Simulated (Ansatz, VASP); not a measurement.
# Ag in VASP and in Ansatz

```
Ag
1.0
     0.00000    2.00105    2.00105
     2.00105    0.00000    2.00105
     2.00105    2.00105    0.00000
Ag
1
Cartesian
  0.0000 0.0000 0.0000
```

Change from the starting cell: volume scaled by 0.94.

Alike in both runs: task single point; functional PBEsol; k mesh 11 × 11 × 11; occupations fermi-dirac, width 0.05 eV; no spin polarisation.

|  | VASP | Ansatz |
| --- | --- | --- |
| version | VASP 6.6.1 | Ansatz 0.2.0 |
| potentials or method | VASP PAW PBE potentials, release 64 (Ag) | Ansatz PAW |
| plane-wave cutoff (eV) | 520 | 420 |
| valence electrons in the cell | 11 | 19 |

Ansatz gave:

| Item | Value |
| --- | --- |
| gap on the k mesh at the Fermi level (eV) | none |
| pressure (GPa) | 4.8 |

Task: Which values does VASP return?

Result: gap on the k mesh at the Fermi level (eV): none; pressure (GPa): 4.5.

A gap of «none» marks a metal or a gap that the smearing closes. The two sets of potentials don't hold the same shells in valence.

Caveats: the PAW data sets were made with another functional, which shifts forces and pressure a little (VASP); the PAW data sets come from PBE, with cores solved anew for the run's functional, which leaves a small shift of forces and pressure (Ansatz).
